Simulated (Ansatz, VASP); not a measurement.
**Hf25Si56O60 (amorphous HfO2 against Si(100), +10 O): VASP beside Ansatz**

Aim: how closely do two programs agree when they are given the same cell, functional and k mesh? The cell is taken from a series of runs on this material, whose earlier steps may have relaxed, scaled, displaced or heated it; both programs get it as it stands.

Calculated with Ansatz 0.2.0; plane waves, with VASP 6.6.1 beside it; single point at PBE.

## Step 1: Starting point

The cell holds 141 atoms: 56 Si, 25 Hf and 60 O. Its edges and angles: a = 10.900 Å, b = 10.900 Å, c = 18.678 Å, α = 90.0°, β = 90.0°, γ = 90.0°. It derives from Si (7 planes of diamond Si(100)). A slab of 7 planes of diamond Si(100) (starting lattice constant a = 5.45 A), 10.90 x 10.90 A in plane. 85 atoms (25 Hf, 60 O) packed at random between the slab and its periodic image at 8.5 g/cm^3 (a layer of 8.9 A) and pushed apart as soft spheres. Langevin MD at fixed cell with the MACE-MP-0b2 small potential (Batatia et al., arXiv:2401.00096), steps of 2 fs: 0.84 ps at 3200 K with the crystal held, 3200 to 800 K in 2.4 ps with the crystal held, 800 to 300 K in 1.2 ps with its inner planes held; soft walls kept the melt out of the crystal while it was held. Then all atoms and the cell's height relaxed. The structure's axis is c.

## Step 2: Ansatz: single point, PBE

Ansatz runs on its default PAW (the set named soft_2) files.

A single point gives forces, pressure and levels at one fixed geometry, so differences don't come from the geometry; what else differs is listed under the comparison.

input.yaml reads:

```yaml
crystal:
  lattice:
    - [10.9, 0.0, 0.0]
    - [0.0, 10.9, 0.0]
    - [0.0, 0.0, 18.6779]
  atoms:
    - { symbol: Si, position: [0.99382, 0.99706, 0.26388] }
    - { symbol: Si, position: [0.11863, 0.14756, 0.066] }
    - { symbol: Si, position: [0.99056, 0.26028, 0.13726] }
    - { symbol: Si, position: [0.11637, 0.39674, 0.19824] }
    - { symbol: Si, position: [0.24512, 0.00525, 0.12357] }
    - { symbol: Si, position: [0.37977, 0.12618, 0.19121] }
    - { symbol: Si, position: [0.25094, 0.26075, 0.25476] }
    - { symbol: Si, position: [0.3284, 0.34653, 0.06297] }
    - { symbol: Si, position: [0.12748, 0.12807, 0.32306] }
    - { symbol: Si, position: [0.02613, 0.24397, 0.40871] }
    - { symbol: Si, position: [0.18455, 0.30699, 0.49695] }
    - { symbol: Si, position: [0.26494, 0.01263, 0.39075] }
    - { symbol: Si, position: [0.37297, 0.14089, 0.46811] }
    - { symbol: Si, position: [0.36641, 0.38129, 0.33355] }
    - { symbol: Si, position: [0.9974, 0.51346, 0.27555] }
    - { symbol: Si, position: [0.15338, 0.6603, 0.04623] }
    - { symbol: Si, position: [0.0002, 0.75253, 0.11503] }
    - { symbol: Si, position: [0.12171, 0.87221, 0.19302] }
    - { symbol: Si, position: [0.24187, 0.51261, 0.12129] }
    - { symbol: Si, position: [0.38028, 0.63114, 0.18982] }
    - { symbol: Si, position: [0.25049, 0.7466, 0.26522] }
    - { symbol: Si, position: [0.36043, 0.88266, 0.04787] }
    - { symbol: Si, position: [0.12876, 0.62983, 0.34951] }
    - { symbol: Si, position: [0.01019, 0.77, 0.4201] }
    - { symbol: Si, position: [0.16798, 0.89644, 0.47741] }
    - { symbol: Si, position: [0.24845, 0.4867, 0.42083] }
    - { symbol: Si, position: [0.43269, 0.57188, 0.46567] }
    - { symbol: Si, position: [0.38668, 0.86945, 0.33209] }
    - { symbol: Si, position: [0.50663, 0.00061, 0.26173] }
    - { symbol: Si, position: [0.63969, 0.16086, 0.04408] }
[... 105 atom lines left out ...]
    - { symbol: O, position: [0.32641, 0.93778, 0.82019] }
    - { symbol: O, position: [0.83064, 0.40275, 0.89816] }
    - { symbol: O, position: [0.1269, 0.62765, 0.96036] }
    - { symbol: O, position: [0.09879, 0.89254, 0.89325] }
    - { symbol: O, position: [0.26707, 0.3716, 0.57817] }
    - { symbol: O, position: [0.0704, 0.28236, 0.55892] }
kpoints:
  mp_grid: { grid: [1, 1, 1] }
hamiltonian:
  xc: pbe
scf:
  occupations: { method: fermi_dirac, width: 0.025 }
output:
  forces: true
  stress: true
  populations: true
  dos:
    method: { smearing: { sigma: 0.08 } }
    de: 0.05
    projected:
      site_lists:
        layer_1: [1, 2, 4, 7, 15, 16, 18, 21, 29, 30, 32, 35, 43, 44, 46, 49]
        layer_2: [0, 3, 5, 6, 8, 14, 17, 19, 20, 28, 31, 33, 34, 42, 45, 47, 48]
        layer_3: [9, 11, 13, 22, 23, 25, 26, 27, 36, 37, 39, 41, 50, 51, 53, 55]
        layer_4: [10, 12, 24, 38, 40, 52, 54, 58, 68, 87, 104, 106, 107, 108, 110, 112, 113, 119, 127, 134, 139, 140]
        layer_5: [59, 63, 65, 66, 70, 71, 76, 77, 78, 86, 88, 89, 91, 95, 96, 97, 98, 100, 103, 109, 114, 122, 126, 129, 130, 133]
        layer_6: [62, 64, 67, 74, 75, 79, 80, 81, 82, 92, 93, 94, 99, 101, 105, 111, 117, 120, 121, 123, 125, 128, 135, 138]
        layer_7: [56, 57, 60, 61, 69, 72, 73, 83, 84, 85, 90, 102, 115, 116, 118, 124, 131, 132, 136, 137]
  eigenvalues: true
  write_density: true
  write_potential: true
  volumetric_format: npy
```

The run is started by

```bash
ansatz run input.yaml --threads 8 --pin off --max-ram 15872MiB --backend cpu --events-out ev --progress --plain --runs-dir out
```

Numbers of over 12 decimals in the logs are rounded to 6 here.

What it wrote:

```text
Engine: ansatz 0.2.0, aarch64-unknown-linux-gnu
Pseudopotentials: kind: paw
Pseudopotential: Si, paw, valence charge 4, recommended cutoff 420 eV (normal), Si.paw.azcp
Pseudopotential: Hf, paw, valence charge 26, recommended cutoff 420 eV (normal), Hf.paw.azcp
Pseudopotential: O, paw, valence charge 6, recommended cutoff 420 eV (normal), O.paw.azcp
Functional definition: PBE
  parameter kappa = 0.804
  parameter beta = 0.066725
  exchange = pbe_x(kappa = kappa, mu = beta*pi^2/3)
  correlation = pbe_c(beta = beta)
Crystal: 141 atoms, lattice volume = 2219.121 Å³
Basis set: ecut = 420 eV, 43423 PW (Γ), exchange–correlation on 150×150×250 points (8 copies of the dense FFT grid, shifted against one another)
Bands: 758, of which v1, the nominal top of the filled ones, is band 617 counted from 1 (616 counted from 0)
Symmetry: 1 space group operations
Space group: P1 (ITA 1), of the structure as read, at distance tolerance 1.3e-4 Å
k-points: 1
Non-local potential: Si, projectors of the file, l = 0: 2, l = 1: 2, l = 2: 2
Non-local potential: Hf, projectors of the file, l = 0: 3, l = 1: 2, l = 2: 2, l = 3: 3
Non-local potential: O, projectors of the file, l = 0: 2, l = 1: 2, l = 2: 1
PAW form: soft (Blöchl's): semilocal exchange-correlation on the pseudo side does not see the compensation charge
PAW one-centre angular grid: Si, 110 points (default); XC on 64 Gauss nodes
PAW one-centre angular grid: Hf, 590 points (default); XC on 64 Gauss nodes
PAW one-centre angular grid: O, 110 points (default); XC on 64 Gauss nodes
Initial density: superposition of atomic densities (neutral atoms: chi_scale 0, normalization atom), corrected by the library's trained network
Initial wavefunctions: pseudopotential atomic-orbital guess
Functional: x = pbe(κ = 0.804, μ = 0.219515), c = pbe(β = 0.066725)
SCF iter   1: F=—  HF=-462800.908288 eV  |F-HF|=—  |Δ(HF+E_count)|=         —  Δρ=4.71e-3  dr2=8.31e-1  ethr=1.77e-3  ⟨swp⟩=6.0  Hψ=3158  notcnv=0  defer=9
preconditioner: auto → LDOS  [insulator: Δε(μ)=0.219 eV  Ē_g=12.539 eV  σ=0.025 eV  W_gap=0.98  n_scr=570 (ndim 8)  ℏωp=25.3 eV  f_vac=0.053  D(μ)=1.95/eV (n_scr^D=2)  ε∞_Penn≈5.1  β→1.0]
SCF iter   2: F=—  HF=-462801.549871 eV  |F-HF|=—  |Δ(HF+E_count)|=   6.42e-1  Δρ=9.35e-3  dr2=4.06e0  ethr=6.73e-5  ⟨swp⟩=3.0  Hψ=1550  notcnv=0  defer=120
SCF iter   3: F=—  HF=-462800.871734 eV  |F-HF|=—  |Δ(HF+E_count)|=   6.78e-1  Δρ=3.53e-3  dr2=3.70e-1  ethr=6.73e-5  ⟨swp⟩=7.0  Hψ=2324  notcnv=0  defer=122
SCF iter   4: F=—  HF=-462800.798577 eV  |F-HF|=—  |Δ(HF+E_count)|=   7.32e-2  Δρ=1.00e-3  dr2=3.28e-2  ethr=3.00e-5  ⟨swp⟩=5.0  Hψ=1188  notcnv=0  defer=122
SCF iter   5: F=—  HF=-462800.792190 eV  |F-HF|=—  |Δ(HF+E_count)|=   6.39e-3  Δρ=2.82e-4  dr2=2.51e-3  ethr=2.66e-6  ⟨swp⟩=2.0  Hψ=1141  notcnv=0  defer=122
SCF iter   6: F=—  HF=-462800.791910 eV  |F-HF|=—  |Δ(HF+E_count)|=   2.80e-4  Δρ=9.77e-5  dr2=2.80e-4  ethr=2.03e-7  ⟨swp⟩=2.0  Hψ=1160  notcnv=0  defer=122
SCF iter   7: F=—  HF=-462800.792000 eV  |F-HF|=—  |Δ(HF+E_count)|=   8.95e-5  Δρ=4.50e-5  dr2=6.10e-5  ethr=2.27e-8  ⟨swp⟩=2.0  Hψ=1125  notcnv=0  defer=122
SCF iter   8: F=—  HF=-462800.788215 eV  |F-HF|=—  |Δ(HF+E_count)|=   3.79e-3  Δρ=2.04e-5  dr2=1.16e-5  ethr=4.94e-9  ⟨swp⟩=2.0  Hψ=1293  notcnv=0  defer=126
SCF iter   9: F=—  HF=-462800.788220 eV  |F-HF|=—  |Δ(HF+E_count)|=   5.14e-6  Δρ=9.27e-6  dr2=2.62e-6  ethr=9.41e-10  ⟨swp⟩=2.0  Hψ=1121  notcnv=0  defer=126
SCF iter  10: F=—  HF=-462800.788221 eV  |F-HF|=—  |Δ(HF+E_count)|=   1.26e-6  Δρ=4.91e-6  dr2=6.09e-7  ethr=2.12e-10  ⟨swp⟩=2.0  Hψ=1118  notcnv=0  defer=126
SCF iter  11: F=—  HF=-462800.788221 eV  |F-HF|=—  |Δ(HF+E_count)|=   3.03e-7  Δρ=2.54e-6  dr2=1.61e-7  ethr=4.94e-11  ⟨swp⟩=2.0  Hψ=1202  notcnv=0  defer=126
SCF iter  12: F=-462800.788221 eV  HF=-462800.788221 eV  |F-HF|=1.34e-9  |Δ(HF+E_count)|=   1.02e-7  Δρ=1.10e-6  dr2=3.51e-8  ethr=8.10e-12  ⟨swp⟩=16.0  Hψ=7096  notcnv=0
SCF 1 converged in 12 iterations: F = -462800.788221 eV  dr2 = 3.51e-8
  greatest PAW one-centre occupation: 0.999 electrons in one spin orbital (limit 2), on the Hf atom at site 75 (counted from 0), in its partial waves of l = 0
SCF converged after 12 iterations
Free energy (F): -462800.788221 eV
Harris-Foulkes:  -462800.788221 eV  (|F-HF|=1.34e-9)
Internal energy: -462800.777612 eV  (E = F + TS)
E sigma→0 (E₀):  -462800.782917 eV
Entropy (-TS):   -0.010609 eV (-0.075 meV/atom)
Fermi energy:    10.429283 eV
--- Per-component energies (eV) ---
  E_band       = -5820.163834
  E_kinetic    = 23307.591759
  E_local      = -625851.549693  (includes V_loc(G=0)·N_el)
  E_nonlocal   = -26761.925843
  E_hartree    = 302522.441999
  E_xc         = -15004.049946
  E_vxc        = -14902.645095  (∫ρ·V_xc dr)
  E_paw        = -211377.918176  (= ΣΔE_a)
  E_vpaw       = 33343.333935  (= ΣTr[D̂ρ^β])
  E_aug_tail   = 0.148356  (compensation charges beyond the density's cutoff)
[...]
--- Löwdin populations: 141 sites ---
  site symbol       q [e]
     0     Si      3.9634
     1     Si      3.0562
     2     Si      4.0969
     3     Si      3.9598
     4     Si      4.1181
     5     Si      3.9712
     6     Si      3.9875
     7     Si      3.1475
     8     Si      3.9615
     9     Si      4.0654
    10     Si      3.2650
    11     Si      4.0443
    12     Si      3.6369
    13     Si      3.9537
    14     Si      3.9723
    15     Si      3.0683
    16     Si      4.0737
    17     Si      3.9564
    18     Si      4.1207
    19     Si      3.9555
    20     Si      3.9590
    21     Si      3.0988
    22     Si      3.9448
    23     Si      4.0955
[...]
133      O      6.6813
   134      O      6.6636
   135      O      6.7065
   136      O      6.6368
   137      O      6.7463
   138      O      6.5970
   139      O      6.6698
   140      O      6.7095
  spilling = 0.005052 (of n_electrons = 1234.000000)
```

## Step 3: VASP: single point, PBE

The same cell, functional, mesh and smearing now go to VASP, with its own data sets.

Lines of VASP's logs that name or quote its potential files are left out, and so is its time.

INCAR reads:

```
SYSTEM = Hf25Si56O60
PREC = Accurate
ENCUT = 600
EDIFF = 1E-06
NELM = 120
ISMEAR = -1
SIGMA = 0.025
LREAL = Auto
ALGO = Normal
GGA = PE
NBANDS = 515
LASPH = .TRUE.
LORBIT = 11
LWAVE = .FALSE.
LCHARG = .FALSE.
ISIF = 2
GGA_COMPAT = .FALSE.
EFERMI = MIDGAP
```

POSCAR reads:

```
Hf25Si56O60
1.0
   10.9000000000      0.0000000000      0.0000000000
    0.0000000000     10.9000000000      0.0000000000
    0.0000000000      0.0000000000     18.6779000000
Si Hf O
56 25 60
Direct
    0.9938200000      0.9970600000      0.2638800000
    0.1186300000      0.1475600000      0.0660000000
    0.9905600000      0.2602800000      0.1372600000
    0.1163700000      0.3967400000      0.1982400000
    0.2451200000      0.0052500000      0.1235700000
    0.3797700000      0.1261800000      0.1912100000
    0.2509400000      0.2607500000      0.2547600000
    0.3284000000      0.3465300000      0.0629700000
    0.1274800000      0.1280700000      0.3230600000
    0.0261300000      0.2439700000      0.4087100000
    0.1845500000      0.3069900000      0.4969500000
    0.2649400000      0.0126300000      0.3907500000
    0.3729700000      0.1408900000      0.4681100000
    0.3664100000      0.3812900000      0.3335500000
    0.9974000000      0.5134600000      0.2755500000
    0.1533800000      0.6603000000      0.0462300000
    0.0002000000      0.7525300000      0.1150300000
    0.1217100000      0.8722100000      0.1930200000
    0.2418700000      0.5126100000      0.1212900000
    0.3802800000      0.6311400000      0.1898200000
    0.2504900000      0.7466000000      0.2652200000
    0.3604300000      0.8826600000      0.0478700000
    0.1287600000      0.6298300000      0.3495100000
    0.0101900000      0.7700000000      0.4201000000
    0.1679800000      0.8964400000      0.4774100000
    0.2484500000      0.4867000000      0.4208300000
    0.4326900000      0.5718800000      0.4656700000
    0.3866800000      0.8694500000      0.3320900000
    0.5066300000      0.0006100000      0.2617300000
    0.6396900000      0.1608600000      0.0440800000
[... 105 atom lines left out ...]
    0.3264100000      0.9377800000      0.8201900000
    0.8306400000      0.4027500000      0.8981600000
    0.1269000000      0.6276500000      0.9603600000
    0.0987900000      0.8925400000      0.8932500000
    0.2670700000      0.3716000000      0.5781700000
    0.0704000000      0.2823600000      0.5589200000
```

KPOINTS reads:

```
Automatic mesh
0
Gamma
1 1 1
0 0 0
```

PAW data sets: Si, Hf_pv and O (PBE family, release 64).

The run is started by

```bash
export OMP_NUM_THREADS=3
mpirun -np 1 vasp_gam
```

What it wrote:

```text
[banner, memory and clock lines left out]
running    1 mpi-ranks, on    1 nodes
[...]
Offloading initialized ...    1 GPUs detected
[...]
LDA part: xc-table for (Slater+PW92), standard interpolation
 POSCAR, INCAR and KPOINTS ok, starting setup
[...]
entering main loop
       N       E                     dE             d eps       ncg     rms          rms(c)
DAV:   1     0.730688296724E+04    0.73069E+04   -0.51839E+05  1062   0.177E+03
DAV:   2    -0.485993589831E+03   -0.77929E+04   -0.74676E+04  1233   0.413E+02
DAV:   3    -0.125893574693E+04   -0.77294E+03   -0.76497E+03  1252   0.112E+02
DAV:   4    -0.128038845146E+04   -0.21453E+02   -0.21321E+02  1204   0.201E+01
[...]
DAV:  18    -0.111982809700E+04   -0.93430E-05   -0.18504E-05  1092   0.649E-03    0.854E-03
DAV:  19    -0.111982809997E+04   -0.29740E-05   -0.52596E-06  1084   0.361E-03    0.455E-03
DAV:  20    -0.111982810092E+04   -0.94923E-06   -0.84624E-07   700   0.183E-03
   1 F= -.11198281E+04 E0= -.11198229E+04  d E =-.104068E-01
```

OUTCAR, selected parts (step 3):

```text
  FREE ENERGIE OF THE ION-ELECTRON SYSTEM (eV)
  ---------------------------------------------------
  free  energy   TOTEN  =     -1119.8281009203 eV

  energy  without entropy=    -1119.8176941445  energy(sigma->0) =    -1119.82289753

[... 1 further part left out ...]
```

Harder data sets than Hf_pv exist (the GW ones), and pressures, volumes and forces can shift noticeably with them.

## Step 4: Differences

Known differences besides the potentials themselves: the data sets hold 1234 valence electrons in Ansatz (on its default PAW (the set named soft_2) files) and 834 in VASP; the cutoff is 420 eV in Ansatz and 600 eV in VASP (PREC = Accurate, projectors in real space). Total energies have different zeros and are not compared.

Compared:

| quantity | Ansatz | VASP | difference |
| --- | --- | --- | --- |
| pressure (GPa) | -0.13 | -1.29 | +1.16 |
| gap on the k mesh (eV) | 0.190 | 0.191 | -0.001 |

Forces on 7 of the 141 atoms, those with the largest forces and the largest differences (eV/Å; atoms numbered as in POSCAR):

```csv
atom,"Ansatz x, y, z","VASP x, y, z"
Hf63,"0.052, -0.051, 0.029","0.139, -0.132, -0.069"
O86,"0.036, 0.029, -0.034","0.090, 0.118, -0.197"
O88,"0.005, 0.010, 0.000","-0.119, 0.036, 0.153"
O109,"-0.004, 0.001, 0.003","-0.058, 0.118, 0.160"
O117,"-0.001, -0.015, -0.013","-0.073, -0.093, -0.204"
O125,"-0.002, -0.004, -0.008","0.048, 0.033, -0.186"
O128,"0.006, -0.002, 0.006","0.127, -0.066, 0.147"
```

The forces differ by 51 meV/Å r.m.s., where the r.m.s. force is 0.015 eV/Å in Ansatz and 0.055 eV/Å in VASP: the atoms lie near their places of rest in Ansatz, so a percentage would say little (all taken over all components). A gap on the mesh is an upper bound, since the band edges may lie between its points; neither run holds spin-orbit coupling, which can move the band edges of a compound of Hf.

## Step 5: Results

```json
{
  "r.m.s. force difference (single point, PBE)": "51 meV/Å",
  "difference in pressure (single point, PBE)": "1.2 GPa"
}
```

**Reading.** The r.m.s. force difference is 51 meV/Å (single point, PBE), beyond the 12 meV/Å picked in this series as the mark of a large difference. The data sets hold unlike numbers of valence electrons (1234 in Ansatz and 834 in VASP), so part of the differences comes from the potentials. By the marks of this series, far apart in the single point, PBE pair: the r.m.s. force difference, 51 meV/Å and the difference in pressure, 1.2 GPa. What causes the difference of the single point, PBE pair stays open here. Such differences can come from data sets, numerical settings and the points named under the comparisons, not from the functional's error against experiment.

[Lines on the potential files, build, host, timing and source positions are cut from VASP's logs without a mark.]

[Logs are printed without paths, hosts, clocks, repeated set-up lines and the standing remarks that a program may print on its own settings, such as how far it seeks lower states.]

[Hosts, paths, dates, database ids (printed as entryN), source tags and the programs' standing remarks are cut or masked in the printed files.]
